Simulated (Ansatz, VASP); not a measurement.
# Re in VASP and in Ansatz

The input INCAR:

```
SYSTEM = Re
PREC = Accurate
ENCUT = 600
EDIFF = 1E-6
ISMEAR = 0
SIGMA = 0.1
LREAL = .False.
LASPH = .True.
NELM = 100
ALGO = Normal
ISIF = 3
LWAVE = .False.
LCHARG = .False.
GGA = PE
IBRION = 2
NSW = 90
EDIFFG = -0.04
```

File KPOINTS:

```
Automatic mesh
0
Gamma
  6 6 6
  0 0 0
```

POSCAR

```
Re
1.0
    4.1319407964      0.0000000000      0.0000000000
   -1.2047849168      3.6217307768      0.0000000000
    1.2793754377      1.8564131890      2.5463811634
Re
2
Direct
    0.3241632978      0.2431766824      0.6367082674
    0.0426407257      0.4669655131      0.2032179332
```

Input for Ansatz:

```yaml
crystal:
  lattice:
    - [4.1319407964, 0.0, 0.0]
    - [-1.2047849168, 3.6217307768, 0.0]
    - [1.2793754377, 1.856413189, 2.5463811634]
  atoms:
    - { symbol: Re, position: [0.3241632978, 0.2431766824, 0.6367082674] }
    - { symbol: Re, position: [0.0426407257, 0.4669655131, 0.2032179332] }
basis:
  ecutwfc: 420
kpoints:
  mp_grid: { grid: [6, 6, 6] }
hamiltonian:
  xc: pbe
scf:
  occupations: { method: gaussian, width: 0.1 }
  lower_state_search: "off"
output:
  forces: true
  stress: true
  eigenvalues: true
relax:
  adjacent_minimum: "off"
  f_tol: 0.04
  max_steps: 70
  cell: { stress_tol: 0.4 }
```

Alike in both runs: task relaxation of cell and atoms; functional PBE; k mesh 6 × 6 × 6; occupations gaussian, width 0.1 eV; no spin polarisation.

```csv
,VASP,Ansatz
version,VASP 6.6.1,Ansatz 0.2.0
potentials or method,"VASP PAW PBE potentials, release 64 (Re)","scalar-relativistic, plane waves, PAW"
plane-wave cutoff (eV),600,420
valence electrons in the cell,14,30
```

VASP gave:

* gap on the k mesh at the Fermi level, each at its own relaxed structure (eV): none
* relaxed volume (Å³/atom): 14.97
* relaxed cell length with the largest relative difference (Å): 5.531
* energy change over the relaxation (meV/atom): -1651

Which values does Ansatz return?

gap on the k mesh at the Fermi level, each at its own relaxed structure (eV): none; relaxed volume (Å³/atom): 14.98; relaxed cell length with the largest relative difference (Å): 5.536; energy change over the relaxation (meV/atom): -1743.

A gap of «none» marks a metal or a gap that the smearing closes. The two sets of potentials don't hold the same shells in valence.

Caveats: the k mesh is coarse (spacing up to 0.41 Å⁻¹), so the values aren't converged; the volume moved by over 15 % at a fixed basis, so the end points are rough (VASP). Spin-orbit coupling is left out, which matters for the levels of Re.
